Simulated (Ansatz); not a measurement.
# SiO2: gradients and densities at the nuclei, part 2 of 3

Aim: the electric field gradients, contact densities and, where there is spin, contact fields at the nuclei of SiO2, and how far they depend on positions and on the level of theory. The cell is a computed entry of the Materials Project. Planned: a single point, then r2SCAN, then a check of grid with dr2_threshold.

Ansatz 0.2.0; DFT, PBE, plane-wave PAW, default files, scalar-relativistic, as far as a step names no other. The steps go on from the part before.

**3. Functional r2SCAN**

input.yaml reads:

```yaml
crystal:
  lattice:
    - [6.91141994, 0.0, 0.0]
    - [0.0, 6.91141994, 0.0]
    - [0.0, 0.0, 6.41851438]
  atoms:
    - { symbol: Si, position: [0.26963233, 0.0, 0.11936938] }
    - { symbol: Si, position: [0.0, 0.73036767, 0.88063062] }
    - { symbol: Si, position: [0.0, 0.26963233, 0.88063062] }
    - { symbol: Si, position: [0.73036767, 0.0, 0.11936938] }
    - { symbol: Si, position: [0.0, 0.0, 0.5] }
    - { symbol: O, position: [0.19170935, 0.0, 0.35642564] }
    - { symbol: O, position: [0.0, 0.80829065, 0.64357436] }
    - { symbol: O, position: [0.0, 0.19170935, 0.64357436] }
    - { symbol: O, position: [0.80829065, 0.0, 0.35642564] }
    - { symbol: O, position: [0.19112067, 0.19112067, 0.0] }
    - { symbol: O, position: [0.19112067, 0.80887933, 0.0] }
    - { symbol: O, position: [0.80887933, 0.19112067, 0.0] }
    - { symbol: O, position: [0.80887933, 0.80887933, 0.0] }
    - { symbol: O, position: [0.5, 0.0, 0.12049956] }
    - { symbol: O, position: [0.0, 0.5, 0.87950044] }
kpoints:
  mp_grid: { grid: [4, 4, 4] }
scf:
  occupations: { method: fermi_dirac, width: 0.02 }
hamiltonian:
  xc: r2scan
  pseudopotentials: { kind: paw }
output:
  forces: true
  stress: true
  populations: true
  efg: { quadrupole_moments_barn: { O: -0.02558 }, contact_densities: true }
  write_density: true
  write_potential: true
  elf: true
  volumetric_format: npy
```

Launch:

```
> ansatz run input.yaml --threads 1 --pin off --max-ram 2560MiB --backend cpu --events-out ev --progress --plain --runs-dir out
```

The log of the run:

```text
Warning: RAYON_NUM_THREADS=1 ignored (pool sized by the plan → 1); use --threads N
Engine: ansatz 0.2.0, x86_64-unknown-linux-gnu
Pseudopotentials: kind: paw
Pseudopotential: Si, paw, valence charge 4, recommended cutoff 500 eV (meta_gga), Si.paw.azcp
Pseudopotential: O, paw, valence charge 6, recommended cutoff 500 eV (meta_gga), O.paw.azcp
Functional definition: r2SCAN
  parameter k0 = 0.174
  parameter k1 = 0.065
  parameter a1 = 4.9479
  exchange = r2scan_x(k0 = k0, k1 = k1, a1 = a1)
  correlation = r2scan_c
Crystal: 15 atoms, lattice volume = 306.598 Å³
Basis set: ecut = 500 eV, 7807 PW (Γ), exchange–correlation on 216×216×192 points (64 copies of the dense FFT grid, shifted against one another)
Bands: 55, of which v1, the nominal top of the filled ones, is band 40 counted from 1 (39 counted from 0)
Symmetry: 8 space group operations
Space group: P-4m2 (ITA 115), of the structure as read, at distance tolerance 6.7e-5 Å
k-points: 18 of 64 (time reversal used)
Non-local potential: Si, projectors of the file, l = 0: 2, l = 1: 2, l = 2: 2
Non-local potential: O, projectors of the file, l = 0: 2, l = 1: 2, l = 2: 1
PAW form: soft (Blöchl's): semilocal exchange-correlation on the pseudo side does not see the compensation charge
PAW frozen core: Si, regenerated for the run's functional (the file was generated under x = pbe(κ = 0.804, μ = 0.2195149727645171), c = pbe(β = 0.06672455060314922))
PAW frozen core: O, regenerated for the run's functional (the file was generated under x = pbe(κ = 0.804, μ = 0.2195149727645171), c = pbe(β = 0.06672455060314922))
PAW one-centre angular grid: Si, 302 points (default); XC on 160 Gauss nodes
PAW one-centre angular grid: O, 302 points (default); XC on 160 Gauss nodes
Initial density: superposition of atomic densities (neutral atoms: chi_scale 0, normalization atom), corrected by the library's trained network
Initial wavefunctions: pseudopotential atomic-orbital guess
Functional: x = r2scan, c = r2scan; τ floored in thin density (d = 2e-4 eV/Å³)
SCF iter   1: F=—  HF=-8899.514070 eV  |F-HF|=—  |Δ(HF+E_count)|=         —  Δρ=5.74e-3  dr2=1.01e-1  dr2_τ=1.32e0  ethr=1.77e-3  ⟨swp⟩=7.8  Hψ=5382  notcnv=0  defer=15
preconditioner: auto → Resta (q_TF=auto, 2.181 Å⁻¹)  ε∞=2.2  [insulator: Δε(μ)=6.553 eV  Ē_g=17.639 eV  σ=0.020 eV  W_gap=1.00  n_scr=56 (ndim 8)  ℏωp=19.0 eV  f_vac=0.430  D(μ)=0.00/eV (n_scr^D=0)  ε∞_Penn≈2.2  vacuum switching on, ρ_ref=2.3e-2 e/Å³]
SCF iter   2: F=—  HF=-8899.935751 eV  |F-HF|=—  |Δ(HF+E_count)|=   4.22e-1  Δρ=3.62e-3  dr2=2.36e-2  dr2_τ=2.51e-3  ethr=1.26e-4  ⟨swp⟩=3.6  Hψ=2132  notcnv=0  defer=158
SCF iter   3: F=—  HF=-8899.939604 eV  |F-HF|=—  |Δ(HF+E_count)|=   3.85e-3  Δρ=8.46e-4  dr2=1.65e-3  dr2_τ=3.75e-4  ethr=2.94e-5  ⟨swp⟩=4.0  Hψ=1676  notcnv=0  defer=158
SCF iter   4: F=—  HF=-8899.939754 eV  |F-HF|=—  |Δ(HF+E_count)|=   1.50e-4  Δρ=2.48e-4  dr2=1.18e-4  dr2_τ=2.70e-5  ethr=2.06e-6  ⟨swp⟩=3.8  Hψ=1763  notcnv=0  defer=158
SCF iter   5: F=—  HF=-8899.939734 eV  |F-HF|=—  |Δ(HF+E_count)|=   2.04e-5  Δρ=7.17e-5  dr2=6.42e-6  dr2_τ=1.29e-6  ethr=1.48e-7  ⟨swp⟩=2.0  Hψ=1504  notcnv=0  defer=158
SCF iter   6: F=—  HF=-8899.940022 eV  |F-HF|=—  |Δ(HF+E_count)|=   2.88e-4  Δρ=2.14e-5  dr2=1.28e-6  dr2_τ=8.12e-8  ethr=8.02e-9  ⟨swp⟩=2.0  Hψ=1557  notcnv=0  defer=158
SCF iter   7: F=-8899.940022 eV  HF=-8899.940022 eV  |F-HF|=3.19e-8  |Δ(HF+E_count)|=   2.56e-7  Δρ=3.56e-6  dr2=3.34e-8  dr2_τ=2.28e-9  ethr=1.25e-10  ⟨swp⟩=18.1  Hψ=9194  notcnv=0
SCF 1 converged in 7 iterations: F = -8899.940022 eV  dr2 = 3.34e-8
WARN: The output density's exchange-correlation potential varies sharply where the density is thin. Do not read a vacuum level from v_tot or v_xc, or from such a field of the output density. On a cell that repeats whose density bears no net charge and no dipole along the vacuum's axis use v_es (v_loc + v_h of the components); under efield.dipole_correction with no amplitude use v_es + v_field, which holds any external_charges[].barrier, or the levels of the report's work_function block, which leave it out; under a non-zero efield.amplitude the vacuum is tilted and has no level; on a cell that repeats and bears such a dipole with no correction it is tilted too, and efield.dipole_correction with no amplitude gives each side of its ramp a level where efield: is served; in a cell that repeats whose density bears a net charge (total_charge, or a fill off its count) it is curved and has none; of a slab under crystal.periodic whose density bears no net charge use v_es, which has a level on each side, short of where the two are joined; of another it falls or rises all the way out and has none; of a slab beside external_charges read slab_vacuum_level instead, which it has where they leave it neutral. The grid or the basis barely resolves most such structure, and the values can differ between equally converged runs; as a rule a tighter scf.convergence.dr2_threshold does not remove it. Where the density itself ripples (under the LDA too) a higher basis.ecutwfc lessens it. The files hold the spikes' plane waves up to the density's cutoff. Files: v_tot_of_output_density and the like, and their columns of v_z.tsv (output.write_potential); v_xc_of_output_density and the like, and their columns of v_comp_z.tsv (output.write_potential_components). Measured: with its Gaussian average of σ = 0.25 Å subtracted twice, the exchange-correlation potential is over 0.1 eV at 3176 of the grid points where the equally averaged density (valence and model cores) is under 1e-3 e/Å³, and 3.03 eV at the most among them, at an averaged density of 3.1e-4 e/Å³. The input density's (outcome.potential() and, of a run that writes arrays, v_tot and v_xc) is over 0.1 eV, so measured, at 3208 points of its own thin density, 3.15 eV at the most. See output.write_potential in the manual, Limitations
SCF converged after 7 iterations
Free energy (F): -8899.940022 eV
Harris-Foulkes:  -8899.940022 eV  (|F-HF|=3.19e-8)
Internal energy: -8899.940022 eV  (E = F + TS)
E sigma→0 (E₀):  -8899.940022 eV
Fermi energy:    1.529886 eV
--- Per-component energies (eV) ---
  E_band       = -720.885535
  E_kinetic    = 2026.192683
  E_local      = -8815.843036  (includes V_loc(G=0)·N_el)
  E_nonlocal   = 589.924828
  E_hartree    = 3558.638691
  E_xc         = -1000.024612
  E_vxc        = -1324.590660  (∫ρ·V_xc dr)
  E_paw        = -4209.648955  (= ΣΔE_a)
  E_vpaw       = -397.966834  (= ΣTr[D̂ρ^β])
  E_aug_tail   = 0.010559  (compensation charges beyond the density's cutoff)
  E_vtau       = 84.106493  (kinetic-family band-sum trace: ∫τ·v_τ [+ j·A + Jᵃ·Aᵃ] dr)
  E_ewald      = -1048.488605
  E_core_change = -0.701574  (= ΣΔE_core)
  E_smearing   = -0.000000  (= −TS)
  E_closure    = 0.000000  (closes the sum)
  Σ components = -8899.940022   (vs F -8899.940022, Δ=0.00e0)
--- Forces (eV/Å), atoms counted from 1 ---
  atom   1  Si    -0.09966593     0.00000000    -0.02322915
  atom   2  Si     0.00000000     0.09966593     0.02322915
  atom   3  Si    -0.00000000    -0.09966593     0.02322915
  atom   4  Si     0.09966593     0.00000000    -0.02322915
  atom   5  Si     0.00000000     0.00000000     0.00000000
  atom   6  O      0.01440181     0.00000000     0.00702030
  atom   7  O      0.00000000    -0.01440181    -0.00702030
  atom   8  O      0.00000000     0.01440181    -0.00702030
  atom   9  O     -0.01440181     0.00000000     0.00702030
  atom  10  O      0.01530239     0.01530239     0.00000000
  atom  11  O      0.01530239    -0.01530239     0.00000000
  atom  12  O     -0.01530239     0.01530239     0.00000000
  atom  13  O     -0.01530239    -0.01530239    -0.00000000
  atom  14  O     -0.00000000     0.00000000     0.00320287
  atom  15  O      0.00000000     0.00000000    -0.00320287
  max |Σ_I F_I| component: 1.21e-17 eV/Å
--- Stress (GPa, compression-positive) ---
        0.064959       0.000000       0.000000
        0.000000       0.064959       0.000000
        0.000000       0.000000       0.023062
  P = ⅓ Tr σ = 0.0510 GPa (0.510 kbar)
--- PAW observables at the nuclei: V_zz in 10²¹ V/m², potentials from the cell's mean, atoms counted from 1 ---
  atom   1  Si V_zz =    -0.698561   η = 0.9651   by run symmetry: allowed
            electrostatic potential = -1349.895604 V   contact ρ = 12779.500781 e/Å³
  atom   2  Si V_zz =    -0.698561   η = 0.9651   by run symmetry: allowed
            electrostatic potential = -1349.895604 V   contact ρ = 12779.500781 e/Å³
  atom   3  Si V_zz =    -0.698561   η = 0.9651   by run symmetry: allowed
            electrostatic potential = -1349.895604 V   contact ρ = 12779.500781 e/Å³
  atom   4  Si V_zz =    -0.698561   η = 0.9651   by run symmetry: allowed
            electrostatic potential = -1349.895604 V   contact ρ = 12779.500781 e/Å³
  atom   5  Si V_zz =    -1.098341   η = 0.0000   by run symmetry: allowed
            electrostatic potential = -1349.955585 V   contact ρ = 12779.640874 e/Å³
  atom   6  O  V_zz =    +9.213949   η = 0.2150   by run symmetry: allowed   C_q = -5.6990 MHz
            electrostatic potential = -615.119131 V   contact ρ = 2148.466875 e/Å³
  atom   7  O  V_zz =    +9.213949   η = 0.2150   by run symmetry: allowed   C_q = -5.6990 MHz
            electrostatic potential = -615.119131 V   contact ρ = 2148.466875 e/Å³
  atom   8  O  V_zz =    +9.213949   η = 0.2150   by run symmetry: allowed   C_q = -5.6990 MHz
            electrostatic potential = -615.119131 V   contact ρ = 2148.466875 e/Å³
  atom   9  O  V_zz =    +9.213949   η = 0.2150   by run symmetry: allowed   C_q = -5.6990 MHz
            electrostatic potential = -615.119131 V   contact ρ = 2148.466875 e/Å³
  atom  10  O  V_zz =    +8.985810   η = 0.2684   by run symmetry: allowed   C_q = -5.5579 MHz
            electrostatic potential = -615.112563 V   contact ρ = 2148.733665 e/Å³
  atom  11  O  V_zz =    +8.985810   η = 0.2684   by run symmetry: allowed   C_q = -5.5579 MHz
            electrostatic potential = -615.112563 V   contact ρ = 2148.733665 e/Å³
  atom  12  O  V_zz =    +8.985810   η = 0.2684   by run symmetry: allowed   C_q = -5.5579 MHz
            electrostatic potential = -615.112563 V   contact ρ = 2148.733665 e/Å³
  atom  13  O  V_zz =    +8.985810   η = 0.2684   by run symmetry: allowed   C_q = -5.5579 MHz
            electrostatic potential = -615.112563 V   contact ρ = 2148.733665 e/Å³
  atom  14  O  V_zz =   +10.277665   η = 0.0202   by run symmetry: allowed   C_q = -6.3570 MHz
            electrostatic potential = -614.954683 V   contact ρ = 2147.279799 e/Å³
  atom  15  O  V_zz =   +10.277665   η = 0.0202   by run symmetry: allowed   C_q = -6.3570 MHz
            electrostatic potential = -614.954683 V   contact ρ = 2147.279799 e/Å³
--- Band table (eV; the first three rows and the last of 18) ---
  k-point 0: bands = ["-22.2436", "-21.1779", "-21.0418", "-21.0049", "-21.0049", "-20.3470", "-20.2641", "-20.1207", "-20.1207", "-20.0822", "-10.1633", "-10.1633", "-9.7451", "-9.2566", "-7.2630", "-7.2630", "-7.0761", "-7.0737", "-7.0606", "-7.0606", "-5.8283", "-5.3873", "-4.3843", "-4.3843", "-4.2470", "-3.9358", "-3.8264", "-3.8264", "-3.7365", "-3.3915", "-3.3581", "-3.3321", "-3.3321", "-2.9228", "-2.9228", "-2.7950", "-2.6229", "-2.4476", "-2.4476", "-1.7426", "4.7180", "7.7874", "7.7917", "8.0248", "8.1626", "8.4394", "8.4394", "8.7373", "8.8487", "8.8581", "9.1402", "9.2147", "9.2147", "9.8565", "9.8565"]
  k-point 1: bands = ["-22.1715", "-21.4622", "-21.0014", "-21.0014", "-20.8570", "-20.3599", "-20.2135", "-20.1257", "-20.1257", "-20.0821", "-10.1428", "-10.1428", "-10.1326", "-8.7538", "-7.2495", "-7.2495", "-7.1423", "-7.0929", "-7.0885", "-7.0885", "-5.8771", "-5.2599", "-4.4764", "-4.4764", "-4.2576", "-4.0046", "-3.9056", "-3.8319", "-3.8319", "-3.4060", "-3.3170", "-3.3170", "-3.1264", "-2.9731", "-2.9731", "-2.7636", "-2.6216", "-2.2872", "-2.2872", "-1.9526", "5.0696", "7.1457", "7.7869", "8.1758", "8.2074", "8.4429", "8.4857", "8.4857", "8.9559", "8.9559", "9.0200", "9.0441", "9.6068", "9.6678", "9.6678"]
  k-point 2: bands = ["-22.0571", "-21.6804", "-20.9978", "-20.9978", "-20.7822", "-20.3672", "-20.1671", "-20.1307", "-20.1307", "-20.0821", "-10.3444", "-10.1220", "-10.1220", "-8.3957", "-7.2396", "-7.2294", "-7.2294", "-7.1236", "-7.1236", "-7.1094", "-5.9123", "-5.1229", "-4.5611", "-4.5611", "-4.2859", "-4.0765", "-4.0482", "-3.8354", "-3.8354", "-3.4529", "-3.3018", "-3.3018", "-3.0074", "-3.0074", "-2.7494", "-2.7384", "-2.6038", "-2.3162", "-2.1513", "-2.1513", "5.8271", "6.1725", "7.6943", "8.1112", "8.4032", "8.4032", "8.4985", "8.7471", "8.9592", "9.1187", "9.1187", "9.2300", "9.2336", "9.2336", "9.7065"]
  k-point 17: bands = ["-21.6452", "-21.5585", "-21.5585", "-21.5352", "-20.2643", "-20.2643", "-20.1598", "-20.1347", "-20.1347", "-20.0947", "-11.5148", "-9.1165", "-8.7609", "-8.5686", "-8.5686", "-7.4619", "-7.3000", "-7.3000", "-6.7966", "-6.6228", "-5.7044", "-4.9152", "-4.7312", "-4.7312", "-4.3496", "-4.1199", "-4.0682", "-3.8709", "-3.8709", "-3.5913", "-3.5913", "-3.3689", "-3.2909", "-3.0201", "-3.0201", "-2.7752", "-2.2447", "-2.0059", "-1.9055", "-1.9055", "7.3578", "7.3578", "7.3647", "7.3965", "7.5565", "7.5565", "7.6162", "7.9467", "8.3500", "8.8070", "8.8070", "9.1511", "9.1850", "10.6463", "10.8990"]
--- Löwdin populations: 15 sites ---
  site symbol       q [e]
     0     Si      2.1190
     1     Si      2.1190
     2     Si      2.1190
     3     Si      2.1190
     4     Si      2.1202
     5      O      6.8294
     6      O      6.8294
     7      O      6.8294
     8      O      6.8294
     9      O      6.8320
    10      O      6.8320
    11      O      6.8320
    12      O      6.8320
    13      O      6.8231
    14      O      6.8231
  spilling = 0.013906 (of n_electrons = 80.000000)
```

It took 70 s on 1 thread of Intel Xeon Platinum 8259CL at 2.50GHz (Skylake/Cascade Lake), shared host; peak memory 1.2 GiB.

The run ends with gap on the mesh 6.41 eV, largest force 0.102 eV/Å, pressure 0.1 GPa.

Beside the values of step 2 (V_zz in 10²¹ V/m²):

```
site          atoms  V_zz, PBE  V_zz, r2SCAN  η, PBE  η, r2SCAN
 Si1     1, 2, 3, …       0.68         -0.70    0.99       0.97
 Si5              5      -1.12         -1.10    0.00       0.00
  O6     6, 7, 8, …       9.32          9.21    0.20       0.21
 O10  10, 11, 12, …       9.11          8.99    0.26       0.27
 O14         14, 15      10.38         10.28    0.02       0.02
```

The sizes of the gradients above 0.15 moved by 1.4 % in the median, 2.5 % at the site that moves most (small gradients counted from 0.15; Si1, 0.68 to -0.70), with a change of sign at Si1 (η is near 1 before and after, so this only swaps two nearly equal components). The cutoff follows the datasets, from 420 to 500 eV.

(Part 2 of 3 ends here.)
